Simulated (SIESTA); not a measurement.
The system is Sn.

```
CELL_PARAMETERS angstrom
-1.73308 1.72883 2.37160
1.70915 -1.72322 2.34967
1.77191 1.76097 -2.36734
ATOMIC_POSITIONS crystal
Sn 0.95763 0.01872 0.97905
```

The cell isn't the ideal one: cell strained at random at fixed volume.

```yaml
Program: SIESTA 5.4.2
Task: relaxation of cell and atoms
Functional: LDA
Potentials_or_basis: PseudoDojo 0.4 standard (LDA files)
Basis: DZP (energy shift 0.005 Ry)
Grid_cutoff: 500 Ry
Energy_shift: 0.005 Ry
k_mesh: 11 × 11 × 11
Occupations: fermi-dirac, width 0.05 eV
Spin: no spin polarisation
```

At the start: pressure -3.6 GPa; volume 28.67 Å³/atom.

Q: Where does the relaxation end?

A: Over 5 steps the energy falls by 24.4 meV/atom and the volume is 26.63 Å³/atom (-7.1 %); space group Fmmm (No. 69, to 0.05 Å).

The path:
```csv
step,energy change (eV),largest force (eV/Å),pressure (GPa),volume (Å³)
1,0.0000,0.0003,-3.61,28.67
2,-0.0147,0.0007,-2.42,27.89
3,-0.0242,0.0003,0.31,26.48
4,-0.0244,0.0005,-0.01,26.63
5,-0.0244,0.0005,-0.01,26.63
```

Final structure:
```xyz
1
Lattice="-1.6867 1.6861 2.3121 1.6771 -1.6817 2.3015 1.7191 1.7129 -2.3086" Properties=species:S:1:pos:R:3 pbc="T T T"
Sn    0.0669   -0.1388   -0.0065
```

Caveat: semicore shells carry a single zeta, which can move pressures by several GPa and volumes by a few percent; the basis of atomic orbitals isn't converged, which shifts pressures, moduli and gaps.
